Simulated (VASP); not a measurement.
CdS (Greenockite):

```
Cd S
1.0
     4.15000    0.00000    0.00000
    -2.07500    3.59401    0.00000
     0.00000    0.00000    6.73700
Cd S
2 2
Direct
  0.66667 0.33333 0.50000
  0.33333 0.66667 0.00000
  0.66667 0.33333 0.87500
  0.33333 0.66667 0.37500
```

Base run:

```yaml
Program: VASP 6.6.1
Functional: SCAN
Potentials_or_basis: VASP PAW PBE potentials, release 64 (Cd, S)
Cutoff: 520 eV
k_mesh: 7 × 7 × 4
Occupations: fermi-dirac, width 0.05 eV
Spin: no spin polarisation
```

Its results: band gap on the k mesh 1.58 eV, direct; pressure 0.3 GPa; largest force 0.069 eV/Å.

Problem. The run is repeated on the same cell with these changes: functional from SCAN to r2SCAN; further incar settings from ALGO = Normal; EDIFF = 1e-06; NBANDS = 26 to ALGO = Normal; EDIFF = 1e-07. What comes out?

Solution. Band gap on the k mesh 1.65 eV, direct; pressure 1.0 GPa; largest force 0.073 eV/Å.

Caveats: the PAW data sets were made with another functional, which shifts forces and pressure a little.
